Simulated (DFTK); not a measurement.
**NaCl under changes of volume**

One of the cells (21.813 Å³/atom); the others are scaled copies at fixed shape and fractional positions:

```
Cl Na
1.0
     0.00000    2.79406    2.79406
     2.79406    0.00000    2.79406
     2.79406    2.79406    0.00000
Cl Na
1 1
Direct
  0.50000 0.50000 0.50000
  0.00000 0.00000 0.00000
```

The cell is a database's computed one.

* Program: DFTK 0.8.2
* Functional: PBEsol
* Potentials or basis: dojo.nc.sr.pbesol.v0_4_1.standard.upf (PBEsol)
* Cutoff: 1197 eV
* k mesh: 8 × 8 × 8
* Occupations: fermi-dirac, width 0.05 eV
* Spin: no spin polarisation

```csv
volume (Å³/atom),energy over the lowest point (meV/atom),pressure (GPa),gap on the mesh (eV)
20.504,9.18,2.1,5.29
20.940,4.33,1.4,5.20
21.376,?,?,?
21.813,0.00,0.2,5.04
22.249,0.10,-0.3,4.97
22.685,1.51,-0.7,4.90
23.121,4.09,-1.1,4.83
```

**Question.** What does the run at 21.376 Å³/atom give?

**Answer.** Energy over the lowest point 1.36 meV/atom; pressure 0.8 GPa; gap on the mesh 5.12 eV.

Worked out: A Birch-Murnaghan fit of order 3 (a polynomial in V^(-2/3)) to the other rows has its minimum at 21.99 Å³/atom with B0 = V·E''(V) = 26 GPa and B' = 4.9. It gives 1.34 meV/atom at 21.376 Å³/atom, against the run's 1.36, and -dE/dV = 0.8 GPa, against 0.8. A straight line through the other rows of the gap, of slope -3.81 eV per unit of ln V (its deformation potential), gives 5.12 eV, against the run's 5.12.

Energies are extrapolated to zero smearing.
